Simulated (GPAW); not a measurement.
**How the form of the self-energy moves the gap of BN (P6_3/mmc)**

Wanted: the gap of BN (P6_3/mmc) under several approximations, with cost.

Program: GPAW 26.7.0. Level of theory: PBE and many-body steps on it, plane waves. Results are calculated unless marked as measured.

This is a report of a sequence of runs, with most program output left out.

The database entry behind the starting cell differs from later determinations by our own check (about 0.3 % short, minor phase), so it need not match the best structure at ambient conditions.

## (1) The starting structure

The structure is hexagonal, space group P6_3/mmc (No. 194). The conventional cell has a = 2.498 Å, b = 2.498 Å, c = 6.636 Å, α = 90.00°, β = 90.00°, γ = 120.00°. B has 3 N at 1.44 Å nearest. Nearest to N lie 3 B at 1.44 Å. Farther neighbours and most contacts between anions are not listed.

Coordinates:

```xyz
4
Lattice="2.4982 0.0000 0.0000 -1.2491 2.1635 0.0000 0.0000 0.0000 6.6357" Properties=species:S:1:pos:R:3 pbc="T T T"
B     0.0000    1.4424    1.6589
B     1.2491    0.7212    4.9768
N     0.0000    1.4424    4.9768
N     1.2491    0.7212    1.6589
```

The cell and positions come from the Crystallography Open Database and are kept as given unless a step says otherwise.

## (2) Empty states on the mesh, 6×6×4 mesh, 433 bands

This step: GPAW 26.7.0; DFT, PBE, plane waves, PAW.

The sums over transitions need many empty states on a uniform mesh; this step solves for them.

Input file run.py:

```python
import json
import numpy as np
from gpaw.mpi import world
from gpaw import GPAW

calc = GPAW('gs.gpw').fixed_density(kpts={'size': (6, 6, 4), 'gamma': True},
    parallel={'domain': 1, 'band': 1},
    txt='nscf.txt')
calc.diagonalize_full_hamiltonian(nbands=433)
calc.write('full.gpw', mode='all')
res = {}
kpts = calc.get_ibz_k_points()
res['kpts'] = kpts
res['eigenvalues'] = [calc.get_eigenvalues(kpt=k) for k in range(len(kpts))]
res['n_electrons'] = calc.get_number_of_electrons()

if world.rank == 0:
    with open('result.json', 'w') as f:
        json.dump(res, f, default=lambda x: x.tolist())
```

Launch:

```console
mpirun -n 8 gpaw python run.py
```

The job ended after 6.5 s (8 MPI ranks of Intel Xeon 6975P-C (Granite Rapids), shared host; peak memory 2.4 GiB; 50 s of CPU time).

This step gave:

```
gap                                                           : 4.281 eV
k of the valence top                                          : 0.3333, 0.3333, 0.5
k of the conduction bottom                                    : 0.5, 0.5, 0
least direct gap                                              : 4.654 eV
k points computed                                             : 24
lowest point of the top converged band, above the valence top : 284.8314 eV
```

On this mesh the gap is 4.281 eV.

## (3) G0W0, Godby-Needs plasmon pole

G0W0 replaces the xc potential by the self-energy, built once from these orbitals. Only a window of levels is corrected, while the sums run over the empty bands that the input names.

This step: G0W0 on PBE, plane waves, PAW.

Input file run.py:

```python
import json
import numpy as np
from gpaw.mpi import world
from gpaw.response.g0w0 import G0W0

gw = G0W0('full.gpw',
    filename='gw',
    kpts=[0, 16, 21],
    bands=(6, 10),
    ecut=180,
    nbands=196,
    integrate_gamma='WS',
    ppa=True)
gw.calculate()
res = {mode: {k: v for k, v in r.items() if k != 'sigma_eskwn'}
       for mode, r in gw.all_results.items()}

if world.rank == 0:
    with open('result.json', 'w') as f:
        json.dump(res, f, default=lambda x: x.tolist())
```

Launch:

```console
mpirun -n 8 gpaw python run.py
```

Run time: 97 s. Hardware: 8 MPI ranks; peak memory 2.5 GiB.

This step gave:

```yaml
g0w0_gap_on_the_points_computed: 5.927 eV
least_direct_g0w0_gap_on_the_computed_points: 6.418 eV
z_at_the_valence_top: 0.8047
z_at_the_conduction_bottom: 0.8396
starting_gap_on_the_mesh: 4.281 eV
k_of_the_valence_top: 0.3333, 0.3333, 0.5
k_of_the_conduction_bottom: 0.5, 0.5, 0
```

The gap on the mesh goes from 4.28 eV to 5.93 eV, a correction of +1.65 eV.

## (4) One-shot HSE06

This step: one-shot HSE06 levels on PBE orbitals, plane waves, PAW.

Input file run.py:

```python
import json
import numpy as np
from gpaw.mpi import world
from gpaw.hybrids.eigenvalues import non_self_consistent_eigenvalues

dft, vxc, vxc_hyb = non_self_consistent_eigenvalues('full.gpw', 'HSE06', 6, 10, kpt_indices=[0, 16, 21])
res = {'dft': dft[0], 'hybrid': (dft - vxc + vxc_hyb)[0]}
if world.rank == 0:
    with open('hybrid.txt', 'w') as f:
        for k, e0, e1 in zip([0, 16, 21], res['dft'], res['hybrid']):
            print(k, ' '.join(f'{x:9.4f}' for x in e0), '|', ' '.join(f'{x:9.4f}' for x in e1), file=f)

if world.rank == 0:
    with open('result.json', 'w') as f:
        json.dump(res, f, default=lambda x: x.tolist())
```

Launch:

```console
mpirun -n 8 gpaw python run.py
```

Wall time 3.2 s (8 MPI ranks); peak memory 1.4 GiB; 23 s of CPU time.

Numbers from this step:

* starting gap on the mesh: 4.281 eV
* hybrid gap on the mesh: 5.609 eV
* least direct hybrid gap on the computed points: 6.089 eV

## (5) G0W0, extrapolated in the cutoff

This step: G0W0 on PBE, plane waves, PAW.

Input file run.py:

```python
import json
import numpy as np
from gpaw.mpi import world
from gpaw.response.g0w0 import G0W0

gw = G0W0('full.gpw',
    filename='gw',
    kpts=[0, 16, 21],
    bands=(6, 10),
    ecut=300.0,
    integrate_gamma='WS',
    ppa=True,
    ecut_extrapolation=True)
gw.calculate()
res = {mode: {k: v for k, v in r.items() if k != 'sigma_eskwn'}
       for mode, r in gw.all_results.items()}

if world.rank == 0:
    with open('result.json', 'w') as f:
        json.dump(res, f, default=lambda x: x.tolist())
```

Launch:

```console
mpirun -n 8 gpaw python run.py
```

The job ended after 22 min (8 MPI ranks; peak memory 2.9 GiB).

Numbers from this step:

```yaml
quasiparticle_gap_on_the_points_computed: 6.113 eV
least_direct_quasiparticle_gap_on_the_computed_points: 6.592 eV
z_at_the_valence_top: 0.8007
z_at_the_conduction_bottom: 0.8391
starting_gap_on_the_mesh: 4.281 eV
k_of_the_valence_top: 0.3333, 0.3333, 0.5
k_of_the_conduction_bottom: 0.5, 0.5, 0
gaps_at_the_cutoffs_of_the_extrapolation: 6.004, 6.015, 6.026 eV
```

Against G0W0 in GPAW (6×6×4 mesh, 196 bands, screening to 180 eV, Godby-Needs plasmon pole), the gap moves by +0.186 eV.

## (6) One-shot PBE0

This step: one-shot PBE0 levels on PBE orbitals, plane waves, PAW.

Input file run.py:

```python
import json
import numpy as np
from gpaw.mpi import world
from gpaw.hybrids.eigenvalues import non_self_consistent_eigenvalues

dft, vxc, vxc_hyb = non_self_consistent_eigenvalues('full.gpw', 'PBE0', 6, 10, kpt_indices=[0, 16, 21])
res = {'dft': dft[0], 'hybrid': (dft - vxc + vxc_hyb)[0]}
if world.rank == 0:
    with open('hybrid.txt', 'w') as f:
        for k, e0, e1 in zip([0, 16, 21], res['dft'], res['hybrid']):
            print(k, ' '.join(f'{x:9.4f}' for x in e0), '|', ' '.join(f'{x:9.4f}' for x in e1), file=f)

if world.rank == 0:
    with open('result.json', 'w') as f:
        json.dump(res, f, default=lambda x: x.tolist())
```

Launch:

```console
mpirun -n 8 gpaw python run.py
```

Elapsed: 3.3 s, on 8 MPI ranks; peak memory 1.4 GiB; 24 s of CPU time.

This step gave:

* starting gap on the mesh: 4.281 eV
* hybrid gap on the mesh: 6.331 eV
* least direct hybrid gap on the computed points: 6.809 eV

## (7) G0W0, full frequency, Hilbert transform

This step: G0W0 on PBE, plane waves, PAW.

Input file run.py:

```python
import json
import numpy as np
from gpaw.mpi import world
from gpaw.response.g0w0 import G0W0

gw = G0W0('full.gpw',
    filename='gw',
    kpts=[0, 16, 21],
    bands=(6, 10),
    ecut=180,
    nbands=196,
    integrate_gamma='WS',
    frequencies={'type': 'nonlinear', 'domega0': 0.1, 'omega2': 15.0},
    eta=0.1,
    nblocksmax=True)
gw.calculate()
res = {mode: {k: v for k, v in r.items() if k != 'sigma_eskwn'}
       for mode, r in gw.all_results.items()}

if world.rank == 0:
    with open('result.json', 'w') as f:
        json.dump(res, f, default=lambda x: x.tolist())
```

Launch:

```console
mpirun -n 8 gpaw python run.py
```

Wall time 2.6 min (8 MPI ranks); peak memory 3 GiB; 21 min of CPU time.

This step gave:

```
G0W0 gap on the points computed              : 5.945 eV
least direct G0W0 gap on the computed points : 6.432 eV
starting gap on the mesh                     : 4.281 eV
k of the valence top                         : 0.3333, 0.3333, 0.5
k of the conduction bottom                   : 0.5, 0.5, 0
```

Against G0W0 in GPAW (6×6×4 mesh, 196 bands, screening to 180 eV, Godby-Needs plasmon pole), the gap moves by +0.018 eV.

## (8) The runs together

Times are wall times on 8 MPI ranks of Intel Xeon 6975P-C (Granite Rapids), shared host, good to a factor of about two.

| run | mesh | bands | screening cutoff (eV) | DFT gap (eV) | gap on the mesh (eV) | direct (eV) | time |
| --- | --- | --- | --- | --- | --- | --- | --- |
| G0W0, Godby-Needs plasmon pole | 6×6×4 | 196 | 180 | 4.281 | 5.927 | 6.418 | 97 s |
| one-shot HSE06 | 6×6×4 | - | - | 4.281 | 5.609 | 6.089 | 3.2 s |
| G0W0, extrapolated in the cutoff | 6×6×4 | - | 300 | 4.281 | 6.113 | 6.592 | 22 min |
| one-shot PBE0 | 6×6×4 | - | - | 4.281 | 6.331 | 6.809 | 3.3 s |
| G0W0, full frequency, Hilbert transform | 6×6×4 | 196 | 180 | 4.281 | 5.945 | 6.432 | 2.6 min |

## (9) Results

```
G0W0, Godby-Needs plasmon pole          : 5.927 eV
one-shot HSE06                          : 5.609 eV
G0W0, extrapolated in the cutoff        : 6.113 eV
one-shot PBE0                           : 6.331 eV
G0W0, full frequency, Hilbert transform : 5.945 eV
known limits                            : not at the basis limit; coarse k mesh
```

In words: One-shot HSE06: −0.318 eV against G0W0, Godby-Needs plasmon pole. G0W0, extrapolated in the cutoff: +0.186 eV against G0W0, Godby-Needs plasmon pole, at other bands or cutoff, so not like for like. One-shot PBE0: +0.404 eV against G0W0, Godby-Needs plasmon pole. G0W0, full frequency, Hilbert transform: +0.018 eV against G0W0, Godby-Needs plasmon pole. One-shot hybrid levels are evaluated on the PBE orbitals. Bands and cutoff are finite, so the gap is not at the basis limit. The miss can reach some tenths of an eV and take either sign; the mesh is an error of its own. These stock PAW sets were not made for GW. In the G0W0 runs levels were corrected at 3 k points alone, so a gap called «on the mesh» is the least over those, and an edge elsewhere would be missed. The program warns of a poor linear fit in the extrapolation of some level, so the extrapolated values are rough. The 6×6×4 mesh is coarse for this cell, which bears on the long-range parts of exchange and screening.

[Paths, hosts, dates, memory and timing lines, banners, echoed tables and standing remarks are left out of the program output.]

[Logs are printed without paths, hosts, clocks, repeated set-up lines and the standing remarks that a program may print on its own settings, such as how far it seeks lower states.]

[Runs of the session that timed out or met a known fault of the program may be left out.]

[Hosts, paths, dates, database ids (printed as entryN), source tags and the programs' standing remarks are cut or masked in the printed files.]
